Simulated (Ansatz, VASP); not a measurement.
# Zn36HO36 (bond-centred H+ along c in ZnO) in two plane-wave programs, part 2 of 2

One calculation is typed for both programs; each brings its own data sets. How far apart do they land? The cell is taken from a series of runs on this material, whose earlier steps may have relaxed, scaled, displaced or heated it; both programs get it as it stands.

VASP 6.6.1 and Ansatz 0.2.0.

So far. Step 2 (VASP: single point, r2SCAN): The run ends at a pressure of 1.58 GPa, with forces up to 13 eV/Å.

## Step 3: Ansatz: single point, r2SCAN

Level of this step: Ansatz beside VASP: Kohn-Sham DFT, plane waves, r2SCAN (Ansatz).

Ansatz runs on its default PAW (the set named soft_2) files.

The same cell, functional, mesh and smearing now go to Ansatz.

input.yaml reads:

```yaml
crystal:
  lattice:
    - [9.70585879, 0.0, 0.0]
    - [-4.8529294, 8.40552028, 0.0]
    - [0.0, 0.0, 10.42205777]
  atoms:
    - { symbol: Zn, position: [0.110787661, 0.221966506, 0.250442806] }
    - { symbol: Zn, position: [0.221487253, 0.10916555, 0.001013269] }
    - { symbol: O, position: [0.222241064, 0.111875026, 0.190393313] }
    - { symbol: O, position: [0.111972172, 0.223152346, 0.440269062] }
    - { symbol: Zn, position: [0.108756519, 0.218286043, 0.749491801] }
    - { symbol: Zn, position: [0.221768636, 0.109797003, 0.499184699] }
    - { symbol: O, position: [0.221559182, 0.110554617, 0.688485231] }
    - { symbol: O, position: [0.109022195, 0.217712331, 0.938795856] }
    - { symbol: Zn, position: [0.110870902, 0.556228269, 0.250424356] }
    - { symbol: Zn, position: [0.208510432, 0.43731596, -0.008996293] }
    - { symbol: O, position: [0.218072715, 0.442560716, 0.185633826] }
    - { symbol: O, position: [0.112030897, 0.555069205, 0.440208823] }
    - { symbol: Zn, position: [0.108771978, 0.557890621, 0.74944362] }
    - { symbol: Zn, position: [0.208233654, 0.437137928, 0.510384645] }
    - { symbol: O, position: [0.222486436, 0.444849051, 0.697746839] }
    - { symbol: O, position: [0.109135935, 0.557644168, 0.938731567] }
    - { symbol: Zn, position: [0.110807161, 0.889098188, 0.249137463] }
    - { symbol: Zn, position: [0.221522563, 0.778454612, 0.001002495] }
    - { symbol: O, position: [0.222289422, 0.777612238, 0.190408397] }
    - { symbol: O, position: [0.11116077, 0.888704475, 0.438634135] }
    - { symbol: Zn, position: [0.110780355, 0.889068836, 0.749881214] }
    - { symbol: Zn, position: [0.221819403, 0.778032759, 0.499120513] }
    - { symbol: O, position: [0.221596942, 0.778260981, 0.688411026] }
    - { symbol: O, position: [0.111178953, 0.888735952, 0.93936325] }
    - { symbol: Zn, position: [0.443607297, 0.221989301, 0.250384866] }
    - { symbol: Zn, position: [0.556439954, 0.111341585, 0.001576587] }
    - { symbol: O, position: [0.555031938, 0.111207236, 0.190835179] }
    - { symbol: O, position: [0.444687534, 0.223266974, 0.440165554] }
    - { symbol: Zn, position: [0.441985996, 0.218379854, 0.749393847] }
    - { symbol: Zn, position: [0.555956259, 0.111072789, 0.498560941] }
    - { symbol: O, position: [0.556018367, 0.111687691, 0.688108408] }
    - { symbol: O, position: [0.442219314, 0.217752348, 0.938662351] }
    - { symbol: Zn, position: [0.444370414, 0.555975209, 0.172071188] }
    - { symbol: Zn, position: [0.562589097, 0.437351477, -0.008930728] }
    - { symbol: O, position: [0.55730799, 0.4426591, 0.185548586] }
    - { symbol: O, position: [0.44421708, 0.555316718, 0.462754717] }
    - { symbol: Zn, position: [0.444119931, 0.555744287, 0.757808791] }
    - { symbol: Zn, position: [0.562505427, 0.437351729, 0.510173038] }
    - { symbol: O, position: [0.5549886, 0.444916546, 0.697480696] }
    - { symbol: O, position: [0.444564137, 0.555483243, 0.953501964] }
    - { symbol: Zn, position: [0.443680529, 0.889152766, 0.250388296] }
    - { symbol: Zn, position: [0.56267093, 0.791545241, -0.009115766] }
    - { symbol: O, position: [0.557513544, 0.782212255, 0.185492908] }
    - { symbol: O, position: [0.444761843, 0.887804105, 0.440164607] }
    - { symbol: Zn, position: [0.441996442, 0.891096446, 0.749360173] }
    - { symbol: Zn, position: [0.562534162, 0.791291077, 0.510161064] }
    - { symbol: O, position: [0.554987997, 0.777341334, 0.697604017] }
    - { symbol: O, position: [0.442289166, 0.890881003, 0.938654528] }
    - { symbol: Zn, position: [0.777439584, 0.222500879, 0.249738347] }
    - { symbol: Zn, position: [0.88858523, 0.111326735, 0.001606765] }
    - { symbol: O, position: [0.88879008, 0.111230234, 0.190864224] }
    - { symbol: O, position: [0.77778555, 0.222064665, 0.439272923] }
    - { symbol: Zn, position: [0.77740375, 0.222471742, 0.749891553] }
    - { symbol: Zn, position: [0.888725157, 0.111053355, 0.498639968] }
    - { symbol: O, position: [0.888235809, 0.111662018, 0.688203255] }
    - { symbol: O, position: [0.77783409, 0.222127898, 0.939943457] }
    - { symbol: Zn, position: [0.777953762, 0.556304203, 0.25039402] }
    - { symbol: Zn, position: [0.888662216, 0.443524188, 0.001608727] }
    - { symbol: O, position: [0.888812477, 0.444925292, 0.1908684] }
    - { symbol: O, position: [0.776576935, 0.555152548, 0.44017861] }
    - { symbol: Zn, position: [0.781493053, 0.557889944, 0.749405358] }
    - { symbol: Zn, position: [0.888748894, 0.44388991, 0.498582758] }
    - { symbol: O, position: [0.888225276, 0.443879146, 0.68812992] }
    - { symbol: O, position: [0.782208827, 0.557682736, 0.938684981] }
    - { symbol: Zn, position: [0.778003541, 0.889201965, 0.250451528] }
    - { symbol: Zn, position: [0.890745774, 0.778438969, 0.001009002] }
    - { symbol: O, position: [0.888028663, 0.77767824, 0.190392274] }
    - { symbol: O, position: [0.776652056, 0.887819387, 0.440263928] }
    - { symbol: Zn, position: [0.781518155, 0.891083108, 0.749387181] }
    - { symbol: Zn, position: [0.890078753, 0.778084356, 0.499173428] }
    - { symbol: O, position: [0.889322016, 0.778305397, 0.688468439] }
    - { symbol: O, position: [0.782286721, 0.890950537, 0.93870302] }
    - { symbol: H, position: [0.443560127, 0.555012922, 0.384242678] }
total_charge: 1
basis:
  ecutwfc: 500
  xc_grid: 2
hamiltonian:
  xc: r2scan
kpoints:
  mp_grid: { grid: [1, 1, 1], shift: [0.25, 0.25, 0.25] }
scf:
  occupations: { method: fermi_dirac, width: 0.01 }
  max_iter: 120
output:
  forces: true
checkpoint:
  read: "../relax.run"
```

Started as:

```sh
$ ansatz run input.yaml --threads 2 --pin off --max-ram 4710MiB --backend cpu --events-out ev --progress --plain --runs-dir out
```

Numbers of over 12 decimals in the logs are rounded to 6 here.

Log:

```text
Warning: checkpoint.read: the run can stay near the saved state's solution: 5 site(s) moved relative to the saved geometry (max |Δs| = 1.325e-2 fractional); the SCF starts from the saved state under `checkpoint.density_extrapolation: transplant`, in force with no word given; its orbitals are not used off its sites. A run without `checkpoint.read` takes nothing of the state. A lower free energy from it at the same positions (and U, V and field ramp, if any) shows a solution that this start missed, and an equal or higher one rules none out (checkpoint.read, Limitations, in the input reference)
Engine: ansatz 0.2.0, aarch64-unknown-linux-gnu
Pseudopotentials: kind: paw
Pseudopotential: Zn, paw, valence charge 12, recommended cutoff 500 eV (meta_gga), Zn.paw.azcp
Pseudopotential: O, paw, valence charge 6, recommended cutoff 500 eV (meta_gga), O.paw.azcp
Pseudopotential: H, paw, valence charge 1, recommended cutoff 500 eV (meta_gga), H.paw.azcp
Functional definition: r2SCAN
  parameter k0 = 0.174
  parameter k1 = 0.065
  parameter a1 = 4.9479
  exchange = r2scan_x(k0 = k0, k1 = k1, a1 = a1)
  correlation = r2scan_c
Crystal: 73 atoms, lattice volume = 850.261 Å³
Basis set: ecut = 500 eV, 21585 PW (Γ), exchange–correlation on 144×144×160 points (8 copies of the dense FFT grid, shifted against one another)
Bands: 397, of which v1, the nominal top of the filled ones, is band 324 counted from 1 (323 counted from 0)
Symmetry: 1 space group operations
Space group: P1 (ITA 1), of the structure as read, at distance tolerance 9.5e-5 Å
k-points: 1
Non-local potential: Zn, projectors of the file, l = 0: 2, l = 1: 2, l = 2: 3, l = 3: 1
Non-local potential: O, projectors of the file, l = 0: 2, l = 1: 2, l = 2: 1
Non-local potential: H, projectors of the file, l = 0: 2, l = 1: 1
PAW form: soft (Blöchl's): semilocal exchange-correlation on the pseudo side does not see the compensation charge
PAW frozen core: Zn, regenerated for the run's functional (the file was generated under x = pbe(κ = 0.804, μ = 0.219515), c = pbe(β = 0.066725))
PAW frozen core: O, regenerated for the run's functional (the file was generated under x = pbe(κ = 0.804, μ = 0.219515), c = pbe(β = 0.066725))
PAW one-centre angular grid: Zn, 590 points (default); XC on 261 of its mesh's 2673 points in the sphere
PAW one-centre angular grid: O, 302 points (default); XC on 160 Gauss nodes
PAW one-centre angular grid: H, 302 points (default); XC on 160 Gauss nodes
Initial density: read from a saved state, or passed on in memory by an earlier SCF of this step, an earlier step, the calling program or the single point that the run made first, carried with its atoms to this geometry
Initial wavefunctions: pseudopotential atomic-orbital guess
Functional: x = r2scan, c = r2scan; τ floored in thin density (d = 2e-4 eV/Å³)
iter 1 solved again at ethr=4.82e-5 eV; its pass at ethr=3.10e-3 eV (dr2=3.12e-1 eV) is discarded
SCF iter   1: F=—  HF=-140240.994393 eV  |F-HF|=—  |Δ(HF+E_count)|=         —  Δρ=8.12e-3  dr2=3.15e-1  dr2_τ=8.38e-2  ethr=4.82e-5  ⟨swp⟩=3.0  Hψ=2302  notcnv=0
preconditioner: auto → Resta (q_TF=auto, 2.608 Å⁻¹)  ε∞=6.7  [insulator: Δε(μ)=2.790 eV  Ē_g=13.540 eV  σ=0.010 eV  W_gap=1.00  n_scr=242 (ndim 8)  ℏωp=32.4 eV  f_vac=0.040  D(μ)=0.00/eV (n_scr^D=0)  ε∞_Penn≈6.7]
SCF iter   2: F=—  HF=-140240.921818 eV  |F-HF|=—  |Δ(HF+E_count)|=   7.26e-2  Δρ=3.07e-3  dr2=2.39e-2  dr2_τ=9.49e-3  ethr=4.82e-5  ⟨swp⟩=3.0  Hψ=1152  notcnv=0
SCF iter   3: F=—  HF=-140240.919062 eV  |F-HF|=—  |Δ(HF+E_count)|=   2.76e-3  Δρ=1.22e-3  dr2=3.90e-3  dr2_τ=7.21e-4  ethr=3.68e-6  ⟨swp⟩=2.0  Hψ=794  notcnv=0
SCF iter   4: F=—  HF=-140240.918481 eV  |F-HF|=—  |Δ(HF+E_count)|=   5.82e-4  Δρ=1.98e-4  dr2=2.27e-4  dr2_τ=9.53e-6  ethr=6.01e-7  ⟨swp⟩=3.0  Hψ=792  notcnv=0
SCF iter   5: F=—  HF=-140240.918388 eV  |F-HF|=—  |Δ(HF+E_count)|=   9.29e-5  Δρ=7.18e-5  dr2=6.37e-5  dr2_τ=1.90e-6  ethr=3.51e-8  ⟨swp⟩=2.0  Hψ=721  notcnv=0
SCF iter   6: F=—  HF=-140240.919068 eV  |F-HF|=—  |Δ(HF+E_count)|=   6.80e-4  Δρ=3.61e-5  dr2=1.30e-5  dr2_τ=1.08e-6  ethr=9.83e-9  ⟨swp⟩=3.0  Hψ=716  notcnv=0
SCF iter   7: F=—  HF=-140240.919067 eV  |F-HF|=—  |Δ(HF+E_count)|=   1.32e-6  Δρ=1.35e-5  dr2=1.77e-6  dr2_τ=1.34e-7  ethr=2.01e-9  ⟨swp⟩=2.0  Hψ=717  notcnv=0
SCF iter   8: F=—  HF=-140240.919067 eV  |F-HF|=—  |Δ(HF+E_count)|=   2.01e-8  Δρ=3.90e-6  dr2=1.87e-7  dr2_τ=1.09e-8  ethr=2.73e-10  ⟨swp⟩=2.0  Hψ=715  notcnv=0
SCF iter   9: F=-140240.919066 eV  HF=-140240.919067 eV  |F-HF|=6.60e-8  |Δ(HF+E_count)|=   1.07e-8  Δρ=2.92e-6  dr2=5.64e-8  dr2_τ=3.91e-9  ethr=1.54e-11  ⟨swp⟩=5.0  Hψ=1623  notcnv=0
SCF 1 converged in 9 iterations: F = -140240.919066 eV  dr2 = 5.64e-8
  greatest PAW one-centre occupation: 0.987 electrons in one spin orbital (limit 2), on the Zn atom at site 9 (counted from 0), in its partial waves of l = 2
SCF converged after 9 iterations
Free energy (F): -140240.919066 eV
Harris-Foulkes:  -140240.919067 eV  (|F-HF|=6.60e-8)
Internal energy: -140240.919066 eV  (E = F + TS)
E sigma→0 (E₀):  -140240.919066 eV
Fermi energy:    8.190821 eV
--- Per-component energies (eV) ---
  E_band       = 882.155842
  E_kinetic    = 11042.727410
  E_local      = -72440.267836  (includes V_loc(G=0)·N_el)
  E_nonlocal   = 24162.908435
  E_hartree    = 29912.969164
  E_xc         = -7073.050417
  E_vxc        = -5688.786631  (∫ρ·V_xc dr)
  E_paw        = -72519.437103  (= ΣΔE_a)
  E_vpaw       = -16365.493469  (= ΣTr[D̂ρ^β])
  E_aug_tail   = 0.032545  (compensation charges beyond the density's cutoff)
  E_vtau       = 345.102488  (kinetic-family band-sum trace: ∫τ·v_τ [+ j·A + Jᵃ·Aᵃ] dr)
  E_ewald      = -53319.077117
  E_core_change = -7.724147  (= ΣΔE_core)
  E_smearing   = -0.000000  (= −TS)
  E_closure    = 0.000000  (closes the sum)
  E_deformation_potential = 14.206052  (in the stress; not in F)
  Σ components = -140240.919066   (vs F -140240.919066, Δ=0.00e0)
--- Forces (eV/Å), atoms counted from 1 ---
  atom   1  Zn    -0.00000476     0.01226659    -0.01847161
  atom   2  Zn    -0.00069563     0.00254123    -0.00093963
  atom   3  O      0.00058373    -0.00394744     0.00222182
  atom   4  O      0.00681440     0.01336113     0.00541539
  atom   5  Zn    -0.00078086    -0.00126513     0.00491976
  atom   6  Zn    -0.00018220    -0.00672431     0.00064462
  atom   7  O      0.00046151     0.00060533    -0.00609730
  atom   8  O     -0.00033521    -0.00386692    -0.00757043
  atom   9  Zn     0.01145064    -0.00616136    -0.01897204
  atom  10  Zn     0.00646346     0.00402616     0.01200591
  atom  11  O     -0.01390202    -0.00676458     0.00661445
  atom  12  O      0.01541669    -0.00117657     0.00613553
  atom  13  Zn    -0.00138695     0.00055528     0.00500099
  atom  14  Zn    -0.02877935    -0.01639094     0.03347964
  atom  15  O      0.00425933     0.00217127    -0.01962087
  atom  16  O     -0.00348308     0.00152845    -0.00773826
  atom  17  Zn     0.00066062    -0.00032294    -0.00932166
  atom  18  Zn     0.00227045    -0.00214146    -0.00067247
  atom  19  O     -0.00394973     0.00277374     0.00203905
  atom  20  O      0.00030404     0.00002732     0.00107748
  atom  21  Zn    -0.00037157     0.00077230     0.00297204
  atom  22  Zn    -0.00644024     0.00345227     0.00085750
  atom  23  O      0.00106663    -0.00062992    -0.00619929
  atom  24  O      0.00007131     0.00009935    -0.00472264
[...]
atom  66  Zn    -0.00205637    -0.00170956    -0.00135932
  atom  67  O      0.00292235     0.00170785     0.00203656
  atom  68  O     -0.00773172    -0.01255125     0.00517957
  atom  69  Zn     0.00121295     0.00163258     0.00512564
  atom  70  Zn     0.00549735     0.00346711     0.00101254
  atom  71  O     -0.00064100    -0.00055365    -0.00618847
  atom  72  O      0.00221790     0.00162004    -0.00703440
  atom  73  H     -0.06786489    -0.03442265   -12.30980140
  max |Σ_I F_I| component: 1.40e-1 eV/Å
```

In the SCF lines HF is the Harris–Foulkes energy and dr2 the Hartree energy of the density residual, in eV; the loop may stop once dr2 is under the threshold and the program's other checks hold. Hψ counts applications of the Hamiltonian.

## Step 4: Differences

Known differences besides the potentials themselves: VASP keeps PBE cores, Ansatz makes them for the functional; the cutoff is 500 eV in Ansatz and 580 eV in VASP (PREC = Accurate, projectors in real space). Total energies have different zeros and are not compared.

Compared:

```csv
quantity,Ansatz,VASP,difference
gap on the k mesh (eV),2.794,2.793,0.000
```

Forces on 7 of the 73 atoms, those with the largest forces and the largest differences (eV/Å; atoms numbered as in POSCAR):

```csv
atom,"Ansatz x, y, z","VASP x, y, z"
Zn17,"-0.002, -0.002, 0.109","-0.029, 0.011, 0.143"
Zn20,"0.029, -0.017, 0.034","0.008, -0.003, 0.026"
O41,"-0.014, -0.007, 0.007","-0.041, -0.021, 0.023"
O54,"0.070, 0.036, 12.114","0.078, 0.039, 13.167"
O56,"0.000, 0.000, -0.033","0.003, -0.002, -0.050"
O57,"-0.001, 0.014, 0.008","-0.002, 0.044, 0.023"
H73,"-0.068, -0.034, -12.310","-0.074, -0.038, -13.435"
```

The forces differ by 105 meV/Å r.m.s., which is 8.2 % of the r.m.s. force of 1.271 eV/Å (both taken over all components). A gap on the mesh is an upper bound, since the band edges may lie between its points. VASP's last cycles still show a density residual of 1e-02, so its state may not be settled. The cell carries a charge of +1 e against a uniform background, so its pressure also hangs on how the neutralising background is counted, and in a defect's cell a gap may be the spacing between its levels.

## Step 5: Summary of results

| Quantity | Value |
| --- | --- |
| r.m.s. force difference (single point, r2SCAN) | 8.2 % of the r.m.s. force |

What this shows: The r.m.s. force difference is 8.2 % of the r.m.s. force (single point, r2SCAN), beyond the 3 % picked in this series as the mark of a large difference. What causes the difference of the single point, r2SCAN pair stays open here. Such differences can come from data sets, numerical settings and the points named under the comparisons, not from the functional's error against experiment.

[Lines on the potential files, build, host, timing and source positions are cut from VASP's logs without a mark.]

[Logs are printed without paths, hosts, clocks, repeated set-up lines and the standing remarks that a program may print on its own settings, such as how far it seeks lower states.]

[Hosts, paths, dates, database ids (printed as entryN), source tags and the programs' standing remarks are cut or masked in the printed files.]
